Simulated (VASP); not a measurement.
# TePb (P6_3/mmc) in VASP: settings compared, part 2 of 2

VASP 6.6.1. Earlier steps stand in the parts before.

**3. Single point, r2SCAN (uniaxial_z strain +5.7%)**

Input file POSCAR:

```
TePb
1.0
    4.5439515437      0.0000000000      0.0000000000
   -2.2719757718      3.9351774704      0.0000000000
    0.0000000000      0.0000000000      8.3775321291
Pb Te
2 2
Direct
    0.0000000000      0.0000000000      0.0000000000
    0.0000000000      0.0000000000      0.5000000000
    0.3333333333      0.6666666667      0.2500000000
    0.6666666667      0.3333333333      0.7500000000
```

Input file INCAR.step1:

```
PREC = Accurate
ENCUT = 520
ISMEAR = 0
SIGMA = 0.01
LREAL = F
LASPH = T
NELM = 100
NBANDS = 28
GGA = PE
ALGO = Normal
EDIFF = 1E-4
LWAVE = T
LCHARG = F
```

Input file INCAR.step2:

```
PREC = Accurate
ENCUT = 520
EDIFF = 1E-6
ISMEAR = 0
SIGMA = 0.01
LREAL = F
LASPH = T
NELM = 100
ALGO = Normal
ISIF = 2
LWAVE = F
LCHARG = F
METAGGA = R2SCAN
LMIXTAU = T
NBANDS = 28
ISTART = 1
```

Input file KPOINTS:

```
regular mesh
0
Gamma
  6 6 4
```

Potentials or basis: VASP PAW PBE potentials, release 64 (Pb_d, Te).

Started as:

```
cat potpaw_PBE.64/Pb_d/POTCAR potpaw_PBE.64/Te/POTCAR > POTCAR
cp INCAR.step1 INCAR
mpirun -np 1 vasp_std > vasp.out
cp INCAR.step2 INCAR
mpirun -np 1 vasp_std > vasp.out
```

OUTCAR:

```text
PREC = Accurate
   ENCUT = 520
   EDIFF = 1E-6
   ISMEAR = 0
   LREAL = F
   LASPH = T
   NELM = 100
   ISIF = 2
   METAGGA = R2SCAN
   ISTART = 1

 ion  position               nearest neighbor table
   1  0.000  0.000  0.000-   3 3.36   4 3.36   3 3.36   4 3.36   4 3.36   3 3.36
   2  0.000  0.000  0.500-   3 3.36   4 3.36   3 3.36   4 3.36   4 3.36   3 3.36
   3  0.333  0.667  0.250-   1 3.36   2 3.36   1 3.36   2 3.36   1 3.36   2 3.36
   4  0.667  0.333  0.750-   1 3.36   2 3.36   1 3.36   2 3.36   1 3.36   2 3.36

  LATTYP: Found a hexagonal cell.
 ALAT       =     4.5439515437
 C/A-ratio  =     1.8436666959

  Lattice vectors:

 A1 = (   4.5439515437,   0.0000000000,   0.0000000000)
 A2 = (  -2.2719757718,   3.9351774704,   0.0000000000)
 A3 = (   0.0000000000,   0.0000000000,   8.3775321291)

Analysis of symmetry for initial positions (statically):
=====================================================================
 Subroutine PRICEL returns:
 Original cell was already a primitive cell.

[... 169 lines left out ...]
  free energy    TOTEN  =      -165.14908385 eV

  energy without entropy =     -165.14908385  energy(sigma->0) =     -165.14908385

 E-fermi :   4.8568     XC(G=0):  -9.3134

 val. band max:        4.7527716011   @ k =   0.0000   0.0000   0.0000
 cond. band min:       5.1978626265   @ k =   0.3333   0.3333   0.5000
 fundamental gap:      0.4450910254
 Fermi energy:         4.8568485390

 k-point     1 :       0.0000    0.0000    0.0000
  band No.  band energies     occupation
      1     -13.0643      2.00000
      2     -13.0643      2.00000
      3     -13.0587      2.00000
      4     -13.0587      2.00000
      5     -13.0562      2.00000
      6     -13.0370      2.00000
[... 640 lines left out ...]
     27      11.6122      0.00000
     28      11.6122      0.00000

------------------------ aborting loop because EDIFF is reached ----------------------------------------

  FORCE on cell =-STRESS in cart. coord.  units (eV):
  Direction    XX          YY          ZZ          XY          YZ          ZX
  --------------------------------------------------------------------------------------
  -------------------------------------------------------------------------------------
  Total       -1.4151323     -1.4151323     -3.7017999     -0.0000000      0.0000000      0.0000000
  in kB      -15.1353864    -15.1353864    -39.5921790     -0.0000000      0.0000000      0.0000000
  external PRESSURE =     -23.2876506 kB  Pullay stress =       0.0000000 kB

 VOLUME and BASIS-vectors are now :
 -----------------------------------------------------------------------------
  energy-cutoff  :      520.00
  volume of cell :      149.80
      direct lattice vectors                 reciprocal lattice vectors
     4.543951544  0.000000000  0.000000000     0.220072769  0.127059073  0.000000000
    -2.271975772  3.935177470  0.000000000     0.000000000  0.254118145  0.000000000
     0.000000000  0.000000000  8.377532129     0.000000000  0.000000000  0.119366895

 POSITION                                       TOTAL-FORCE (eV/Angst)
 -----------------------------------------------------------------------------------
      0.00000      0.00000      0.00000        -0.000000      0.000000     -0.000000
      0.00000      0.00000      4.18877        -0.000000      0.000000     -0.000000
     -0.00000      2.62345      2.09438         0.000000     -0.000000      0.000000
      2.27198      1.31173      6.28315        -0.000000      0.000000      0.000000
 -----------------------------------------------------------------------------------
    total drift:                               -0.000000      0.000000     -0.000000

  FREE ENERGIE OF THE ION-ELECTRON SYSTEM (eV)
  ---------------------------------------------------
  free  energy   TOTEN  =      -165.1490838492 eV

  energy  without entropy=     -165.1490838492  energy(sigma->0) =     -165.14908385
```

OUTCAR.step1:

```text
PREC = Accurate
   ENCUT = 520
   ISMEAR = 0
   LREAL = F
[... 878 lines left out ...]
      0.00000      0.00000      0.00000        -0.000000      0.000000      0.000000
      0.00000      0.00000      4.18877        -0.000000      0.000000      0.000000
     -0.00000      2.62345      2.09438         0.000000      0.000000      0.000000
      2.27198      1.31173      6.28315        -0.000000     -0.000000     -0.000000
 -----------------------------------------------------------------------------------
    total drift:                               -0.000000      0.000000     -0.000000

  FREE ENERGIE OF THE ION-ELECTRON SYSTEM (eV)
  ---------------------------------------------------
  free  energy   TOTEN  =       -14.8391930274 eV

  energy  without entropy=      -14.8391930274  energy(sigma->0) =      -14.83919303
```

Run time: 3.6 min. Hardware: 1 thread of Intel Xeon Platinum 8488C (Sapphire Rapids), shared host; peak memory 0.35 GiB.

Results:

```yaml
Free_energy: -165.1491 eV
Pressure: -2.3 GPa
Band_gap_on_the_k_mesh: 0.45 eV, indirect (least direct gap 0.86 eV)
```

Levels at points of the mesh, in eV from the valence-band top:
```csv
k point,band 16,band 17,band 18,band 19,band 20,band 21,band 22,band 23,band 24,band 25
"(0.00, 0.00, 0.00)",-1.31,-1.31,-0.84,-0.84,0.00,0.86,2.32,2.32,2.74,2.74
"(0.50, 0.00, 0.00)",-3.74,-2.51,-1.22,-1.10,-1.06,0.54,1.21,1.78,3.74,4.45
"(0.00, 0.00, 0.50)",-1.31,-1.09,-1.09,-1.09,-1.09,2.47,2.47,2.47,2.47,2.58
"(0.50, 0.00, 0.50)",-3.02,-2.54,-2.54,-1.99,-1.99,2.36,2.36,2.79,2.79,2.89
```

Caveat: the PAW data sets were made with another functional, which shifts forces and pressure a little; spin-orbit coupling is left out, which as a rule narrows the gap of such compounds by several tenths of an eV. A k mesh can miss the band edges.

**4. Single point, PBE (uniaxial_z strain +5.7%)**

Input file INCAR:

```
SYSTEM = TePb
ALGO = Fast
EDIFF = 1E-6
ENCUT = 520
GGA = PE
ISIF = 2
ISMEAR = -1
LASPH = .TRUE.
LCHARG = .TRUE.
LELF = .TRUE.
LREAL = .FALSE.
LVHAR = .TRUE.
LWAVE = .FALSE.
NBANDS = 28
NELM = 100
PREC = Accurate
SIGMA = 0.02
```

Input file KPOINTS:

```
k-points
0
G
  6 6 4
  0 0 0
```

POSCAR is that of step 3.

Started as:

```
cat potpaw_PBE.64/Pb_d/POTCAR potpaw_PBE.64/Te/POTCAR > POTCAR
mpirun -np 1 vasp_std > vasp.out
```

Run time: 2 min. Hardware: 1 thread of Intel Xeon Platinum 8488C (Sapphire Rapids), shared host; peak memory 0.31 GiB.

Results (log left out):

| Item | Value |
| --- | --- |
| Free energy | -14.8392 eV |
| Pressure | -1.7 GPa |
| Band gap on the k mesh | 0.26 eV, indirect (least direct gap 0.53 eV) |

Stress tensor (GPa, compression positive):
```
-0.94  0.00  0.00
 0.00 -0.94  0.00
 0.00  0.00 -3.11
```

Levels at points of the mesh, in eV from the valence-band top:
```tsv
k point	band 17	band 18	band 19	band 20	band 21	band 22	band 23	band 24
(0.00, 0.00, 0.00)	-1.20	-0.74	-0.74	0.00	0.53	2.15	2.15	2.53
(0.50, 0.00, 0.00)	-2.38	-1.11	-1.02	-0.99	0.28	1.07	1.63	3.47
(0.00, 0.00, 0.50)	-0.98	-0.98	-0.98	-0.98	2.28	2.28	2.29	2.29
(0.50, 0.00, 0.50)	-2.41	-2.41	-1.87	-1.87	2.14	2.14	2.53	2.53
```

Caveat: spin-orbit coupling is left out, which as a rule narrows the gap of such compounds by several tenths of an eV.

**5. Overview**

| level | cell | smearing | gap on the mesh (eV) | pressure (GPa) |
| --- | --- | --- | --- | --- |
| PBE | biaxial_xy strain +2.2% | fermi-dirac 0.02 eV | none | -1.0 |
| r2SCAN | uniaxial_z strain +5.7% | gaussian 0.01 eV | 0.45 | -2.3 |
| PBE | uniaxial_z strain +5.7% | fermi-dirac 0.02 eV | 0.26 | -1.7 |

Alike in all rows: task single point; potentials or basis VASP PAW PBE potentials, release 64 (Pb_d, Te); no spin polarisation; k mesh 6 × 6 × 4; cutoff (eV) 520.

Caveats: spin-orbit coupling is left out, which as a rule narrows the gap of such compounds by several tenths of an eV (some runs); the PAW data sets were made with another functional, which shifts forces and pressure a little (some runs).

Total energies depend on the potentials used, so only differences within one code and one set of settings carry meaning.
